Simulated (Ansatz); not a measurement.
**TaSi2: enthalpy under pressure, worked through**

Method: DFT PBEsol, scalar-relativistic, plane waves, PAW (Ansatz). (420 eV cutoff, 12×12×6 k-mesh, Gaussian smearing of 0.10 eV, no spin polarisation)

The relaxed crystal:

```
CELL_PARAMETERS angstrom
4.76099 0.00000 0.00000
-2.38050 4.12314 0.00000
0.00000 0.00000 6.55614
ATOMIC_POSITIONS crystal
Ta 0.50000 0.00000 0.00000
Ta 0.50000 0.50000 0.66667
Ta 0.00000 0.50000 0.33333
Si 0.15928 0.31857 0.00000
Si 0.84072 0.15928 0.66667
Si 0.68143 0.84072 0.33333
Si 0.84072 0.68143 0.00000
Si 0.15928 0.84072 0.66667
Si 0.31857 0.15928 0.33333
```

Cell and atoms were relaxed at each target pressure within the start's symmetry (P6_422), at zero temperature; other phases can be more stable under pressure. H = E + PV with P the target; E is the free energy at the smearing used, whose derivative the pressure is, per atom and counted from zero pressure.

Spin–orbit coupling is left out, which can shift energies with elements as heavy as these.

| P (GPa) | V (Å³/atom) | E − E0 (meV) | H − H0 (meV) |
| --- | --- | --- | --- |
| 0 | 14.300 | 0.0 | 0.0 |
| 2 | 14.157 | 0.9 | 177.6 |
| 5 | 13.956 | 5.2 | 440.8 |
| 10 | 13.651 | 19.4 | 871.5 |
| 20 | 13.129 | 67.8 | 1706.7 |

Thermodynamics gives dH/dP = V along a relaxed path. Integrate V over P by the trapezoid rule and compare with the computed enthalpies.

With 1 eV/Å³ = 160.22 GPa, each step adds the mean volume times ΔP / 160.22:
```
P (GPa)  ∫V dP (meV) H − H0 (meV) difference (meV)
      2        177.6         177.6               0.0
      5        440.8         440.8               0.0
     10        871.6         871.5               0.1
     20       1707.4        1706.7               0.6
```

V(P) curves upward, so the trapezoid rule runs high; integrating a smooth curve through the same points (P as a polynomial of degree 4 in ln V) puts that excess at about 0.7 meV at 20 GPa, against the 0.6 meV found.

At 20 GPa, how much of the enthalpy change is stored energy and how much is the PV term?

E rises by 68 meV/atom and PV is 20 × 13.129 / 160.22 = 1639 meV/atom, so PV makes 96 % of ΔH. So between rival structures at high pressure a small difference in volume can outweigh the difference in energy: 1 % of this volume is worth 16.4 meV/atom at this pressure.

What bulk modulus do the lowest pressures give, and how is the compression shared among the axes?

From the pressures that the runs reached, -2.02 GPa (14.451 Å³) and 2.00 GPa (14.157 Å³), B = −ΔP/Δln V = 4.02 / 0.0206 = 195 GPa, a mean over that range. The linear compressibilities −Δln(length)/ΔP are 1.88 along a, 1.88 along b, 1.35 along c (in TPa⁻¹). With fixed angles they add up to 1/B: 5.12 against 5.12. Softest: a and b, at 37 % of the volume change per axis.